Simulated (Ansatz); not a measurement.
Input and command of a plane-wave DFT calculation in Ansatz:

```yaml
crystal:
  lattice:
    - [-1.8292692309, 1.8292692309, 4.3811201484]
    - [1.8292692309, -1.8292692309, 4.3811201484]
    - [1.8292692309, 1.8292692309, -4.3811201484]
  atoms:
    - { symbol: Mn, position: [0.0, 0.0, 0.0], spin: 2.55 }
    - { symbol: Mn, position: [0.75, 0.25, 0.5], spin: 2.55 }
    - { symbol: O, position: [0.7883905747, 0.7883905747, 0.0], spin: 0.12 }
    - { symbol: O, position: [0.2116094253, 0.2116094253, 0.0], spin: 0.12 }
    - { symbol: O, position: [0.9616094253, 0.4616094253, 0.5], spin: 0.12 }
    - { symbol: O, position: [0.5383905747, 0.0383905747, 0.5], spin: 0.12 }
basis:
  ecutwfc: 420
kpoints:
  mp_grid: { grid: [14, 14, 14] }
hamiltonian:
  xc: lda
scf:
  occupations: { method: gaussian, width: 0.1 }
output:
  forces: true
  stress: true
  eigenvalues: true
  populations: true
magnetization:
  spin_polarized: true
relax:
  adjacent_minimum: "off"
  f_tol: 0.01
  max_steps: 60
  cell: { stress_tol: 0.1 }
```

```bash
ansatz run input.yaml --threads 1 --pin off --max-ram 2560MiB --backend cpu --events-out ev --progress --plain --runs-dir out
```

Processor: Oxide Virtual Turin-like Processor (Zen 5), 1 thread, on a host shared with other jobs.

**Question.** How long does it run, and how much memory does it take?

**Answer.** About 110 s on 1 thread of Oxide Virtual Turin-like Processor (Zen 5), with other jobs on the host, peak memory 0.99 GiB. It solves 36 bands at 244 k points (the mesh reduced by symmetry) with about 1139 plane waves (on the last cell), in 17 SCF iterations over 2 ionic steps.
